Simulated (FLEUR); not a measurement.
# Sn: equation of state with PBE

Crystal: Sn.

```xyz
2
Lattice="0.0000 3.2333 3.2333 3.2333 0.0000 3.2333 3.2333 3.2333 0.0000" Properties=species:S:1:pos:R:3 pbc="T T T"
Sn    4.8500    4.8500    4.8500
Sn    3.2333    3.2333    3.2333
```

This isn't the form of Sn at room conditions, which is tetragonal (white tin).

```json
{
  "Program": "FLEUR MaX-R8.1 (later development tree)",
  "Task": "equation of state",
  "Functional": "PBE",
  "Potentials or basis": "all-electron",
  "Basis": "FLAPW",
  "Kmax": "3.8 1/bohr",
  "k mesh": "7 × 7 × 7",
  "Occupations": "fermi-dirac, width 0.05 eV",
  "Spin": "no spin polarisation"
}
```

```json
{
 "Equilibrium volume": "36.82 Å³/atom (rough: see the caveat)",
 "Bulk modulus": "36 GPa (rough)"
}
```

Energy against volume, from the lowest point:
| volume (Å³/atom) | energy (meV/atom) |
| --- | --- |
| 31.775 | 100.75 |
| 32.451 | 71.04 |
| 33.127 | 48.41 |
| 33.803 | 29.40 |
| 34.479 | 15.77 |
| 35.155 | 6.03 |
| 35.831 | 0.00 |

Caveat: the minimum lies outside the volumes run; the plane-wave cutoff is short for the semicore states, which can make moduli rough.
